**Q:** In rhombohedral barium titanate, each barium has one titanium at 3.40 Å along the polar axis and another at 3.59 Å on the opposite side. If I push the barium atoms along that axis, which way is harder? I'd bet on the side of the near titanium, where there is less room.

**A:** Here is the test, done with the r2SCAN functional. All barium atoms move together while titanium, oxygen and the cell stay where they are. Positive displacement is towards the near titanium.

Rhombohedral BaTiO3 (R3m, 5 atoms in the cell, conventional a = 5.680, c = 6.994 Å), with barium displaced from the relaxed structure, positive towards the near titanium. Ansatz 0.2.0, plane-wave PAW, scalar-relativistic r2SCAN without spin polarisation, cutoff 500 eV, Gamma-centred 6×6×6 k mesh, Gaussian smearing of 0.05 eV. Pressure is positive in compression.

```csv
displacement (Å),energy change (eV a cell),force along direction (eV/Å summed over the moved atoms),pressure (GPa)
-0.2,0.134,1.408,1.60
-0.15,0.073,1.014,0.97
-0.1,0.032,0.652,0.50
-0.05,0.008,0.317,0.18
0,0.000,0.000,-0.01
0.05,0.008,-0.308,-0.05
0.1,0.031,-0.616,0.05
0.15,0.069,-0.932,0.29
0.175,0.095,-1.097,0.46
0.2,0.124,-1.268,0.67
```

Compare the two end rows. At −0.2 Å the crystal pulls barium back with 1.408 eV/Å, at +0.2 Å with 1.268 eV/Å. The energy agrees: 0.134 eV a cell against 0.124 eV. Barium is harder to push *away* from its near titanium, so your bet loses.

**Q:** By a tenth or so. Couldn't that come from a starting point that wasn't quite the minimum? Then one side would look steeper by accident.

**A:** That idea makes two predictions. A spring whose true rest point lies slightly to one side would show a force at zero displacement, equal to half the difference between the two ends, about 0.07 eV/Å. The table has 0.000 there. It would also show the same difference between the two sides at every distance, and at 0.05 Å the difference has shrunk to 0.009 eV/Å.

A properly centred but lopsided well behaves otherwise. Call the displacement $u$ and write the force as

$$F(u) = -k\,u + c\,u^2 .$$

The first term is the ordinary spring. The second pushes the same way on both sides, so it strengthens the restoring force on one and weakens it on the other. Adding the forces at $-u$ and $+u$ cancels the spring and leaves $2cu^2$.

The difference should therefore grow as the square of the distance. At 0.2 Å it is 1.408 − 1.268 = 0.140 eV/Å. At a quarter of that distance it should be sixteen times smaller, 0.140/16 ≈ 0.009 eV/Å, and the table gives 0.317 − 0.308 = 0.009 eV/Å. The inner pair of rows played no part in the estimate, so this is a fair test of the shape of the well, though not yet of its cause.

**Q:** But the energies at −0.05 and +0.05 Å are identical in the table.

**A:** Only because they are printed to a thousandth of an electronvolt. So close to the minimum the lopsided part of the energy is smaller than that. The forces resolve it.

**Q:** Then what is barium running into on the far side?

**A:** Oxygen, most likely, and the reason lies in how this ferroelectric is built. Relative to barium, titanium has shifted one way along the axis and oxygen the other way. Titanium has shifted towards the negative side, which brings the titanium that sits on the positive side closer to barium. Oxygen has shifted towards the positive side, which brings three oxygens on the *negative* side closer. The near titanium and the near oxygens thus lie on opposite sides of barium.

**Q:** Do you know where the oxygens are, or are you assuming it?

**A:** I know it. The run's record lists the positions of all five atoms, and they put three oxygens at 2.78 Å on the negative side and three at 2.93 Å on the positive side. For the distances at other displacements, and for the curve fits further on, I used a geometry rebuilt from the cell and the shortest distances. It makes the longer contact 2.92 Å, close enough to the recorded one for those rough estimates. The other six sit nearly level with barium and matter less for a push along the axis.

**Q:** How much difference can 0.15 Å make?

**A:** A good deal, because the repulsion between closed electron shells rises roughly exponentially as they overlap. As a rough figure, take a factor of $e$ for every 0.3 Å. At −0.2 Å the closest three oxygens are 2.62 Å from barium; at +0.2 Å the closest three, now on the other side, are at 2.76 Å. Each close contact then repels $e^{0.14/0.3} \approx 1.6$ times as hard in the first case.

Titanium is different. Its ion is small, and at 3.4 Å its shells hardly touch those of barium. What remains between the two is mainly the repulsion of like charges, which changes more gently with distance.

**Q:** That is a plausible story, but so was mine. Is there anything in the calculation that separates the two?

**A:** Yes, the forces on the atoms that did *not* move. The forces in a crystal add up to zero, so whatever pulls barium back must appear, reversed, on titanium and oxygen. The same runs give those forces, and we can see where the reaction lands.

Take titanium first. It receives 0.706 eV/Å when barium is at −0.2 Å and 0.764 eV/Å when barium is at +0.2 Å. So the effect you had in mind exists: the reaction on titanium is stronger when barium approaches the near one. It amounts to about 0.06 eV/Å.

The three oxygens in the cell together receive 0.703 eV/Å at −0.2 Å and only 0.504 eV/Å at +0.2 Å. That is a difference of 0.20 eV/Å in the opposite sense, more than three times as large. Subtract the titanium effect and you are left with 0.14 eV/Å, the lopsidedness of the table.

**Q:** So titanium hardly matters?

**A:** That would go too far. Titanium takes up half of the restoring force at −0.2 Å and 60 % at +0.2 Å. But the force it takes up changes by only 0.06 eV/Å from one side to the other, whereas the force taken up by oxygen changes by 0.20 eV/Å. Much of the reaction lands on titanium, but the oxygen part decides which side is harder.

**Q:** Can I read those shares as the strengths of Ba–Ti and Ba–O bonds?

**A:** No. When barium moves, the electrons throughout the cell readjust, and they pass some of the push from one atom to another. The force on titanium includes all of that. The split shows which atoms receive the reaction; that the oxygen part comes from overlapping shells is an argument from the distances and from what is known of ionic crystals.

**Q:** Could you at least check that such a repulsion gives the right curve?

**A:** I tried both stories on the total force. Each was a straight-line term plus an exponential repulsion with the 0.3 Å decay, less its value at zero displacement so that the force vanishes there, and the two strengths were adjusted by least squares to all ten rows. In one version barium is repelled by its twelve oxygens, in the other by the two titaniums on the axis.

The oxygen version follows the forces with a typical miss of 0.005 eV/Å. The titanium version misses by 0.026 eV/Å, and it gets even that close only by giving the repulsion a negative strength. Titanium would have to *attract* barium, more and more strongly at close range. As the sole cause of the lopsidedness, your explanation contradicts itself.

**Q:** And the good fit proves the oxygen version?

**A:** It shows that the oxygen version is consistent, which is less. The fit credits oxygen with the whole effect, although we have just seen titanium working against it. The straight-line term and the strength of the repulsion can also make up for each other, so neither number should be taken as a property of the material. I put more weight on the reaction forces, which needed no model.

**Q:** The pressure also rises more on the negative side. Is that the same thing?

**A:** It fits. At −0.2 Å the pressure is 1.60 GPa, at +0.2 Å 0.67 GPa, as you would expect if the tighter contacts were on the negative side. But the column averages a stress that, in these two end rows, is much larger along the axis than across it, so I wouldn't use it to weigh one contact against another. It also builds up only because the cell is held fixed; a crystal free to change its shape would stretch until the pressure was gone.

**Q:** Can I use these energies as a barrier for switching the polarisation?

**A:** No. In switching, titanium and oxygen move too, and here they are clamped. The table describes how barium sits in a rigid surrounding cage, at zero temperature and without zero-point motion. The starting structure was also relaxed with its symmetry kept, so these runs don't show whether it is stable against distortions that break that symmetry.

What does carry over is the way of thinking. In a polar crystal, don't judge the hard direction by the nearest atom of one kind. Ask which neighbours are already in contact with the moving ion, and towards which side the polar distortion has brought them closer. If two kinds of neighbour have shifted in opposite directions, they can pull the answer opposite ways, as here, and the forces on the atoms left standing show which one wins.
